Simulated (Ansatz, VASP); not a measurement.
AlN in VASP and in Ansatz

Contents of INCAR:

```
SYSTEM = AlN
PREC     = Accurate       ! precision mode
ENCUT    = 520            ! plane-wave cutoff, eV
EDIFF    = 1E-6           ! SCF threshold, eV
ISMEAR   = -1             ! smearing method
SIGMA    = 0.05           ! smearing width, eV
LREAL    = .False.        ! projectors in reciprocal space
LASPH    = .True.         ! aspherical terms in the spheres
NELM     = 80             ! most SCF steps
ALGO     = Normal         ! electronic algorithm
ISIF     = 2              ! what is computed and relaxed
LWAVE    = .False.        ! write WAVECAR
LCHARG   = .False.        ! write CHGCAR
GGA      = PE             ! functional
NBANDS   = 11             ! bands
```

Contents of KPOINTS:

```
regular mesh
0
Gamma
  11 11 11
  0 0 0
```

Contents of POSCAR:

```
AlN
1.0
    0.0000000000      2.0345180000      2.0345180000
    1.9938276400      0.0000000000      2.0345180000
    1.9938276400      2.0345180000      0.0000000000
Al N
1 1
Direct
    0.5000000000      0.5000000000      0.5000000000
    0.0000000000      0.0000000000      0.0000000000
```

File input.yaml:

```yaml
crystal:
  lattice:
    - [0.0, 2.034518, 2.034518]
    - [1.99382764, 0.0, 2.034518]
    - [1.99382764, 2.034518, 0.0]
  atoms:
    - { symbol: Al, position: [0.5, 0.5, 0.5] }
    - { symbol: "N", position: [0.0, 0.0, 0.0] }
hamiltonian:
  xc: pbe
  pseudopotentials: { kind: paw }
kpoints:
  mp_grid: { grid: [11, 11, 11] }
scf:
  occupations: { method: fermi_dirac, width: 0.05 }
output:
  forces: true
  stress: true
  eigenvalues: true
```

Change from the starting cell: strain = -0.02.

Alike in both runs: task single point; functional PBE; k mesh 11 × 11 × 11; occupations fermi-dirac, width 0.05 eV; no spin polarisation.

|  | VASP | Ansatz |
| --- | --- | --- |
| version | VASP 6.6.1 | Ansatz 0.2.0 |
| potentials or method | VASP PAW PBE potentials, release 64 (Al, N) | Ansatz PAW |
| plane-wave cutoff (eV) | 520 | 420 |
| valence electrons in the cell | 8 | 8 |

Ansatz gave:

```
gap on the k mesh at the Fermi level (eV)       : 4.61
least direct gap on the mesh (eV)               : 5.63
pressure (GPa)                                  : 5.8
largest component of the traceless stress (GPa) : 4.06
```

What did VASP give for the same quantities?

gap on the k mesh at the Fermi level (eV): 4.59; least direct gap on the mesh (eV): 5.64; pressure (GPa): 5.5; largest component of the traceless stress (GPa): 4.04.

Caveats: an odd mesh through Γ misses points on the zone boundary, where band edges often lie (VASP); odd divisions of the mesh miss points on the zone boundary, where band edges often lie, so the gap on the mesh can be too wide (Ansatz); the pressure holds a Pulay correction of +0.6 GPa for the finite cutoff (Ansatz).
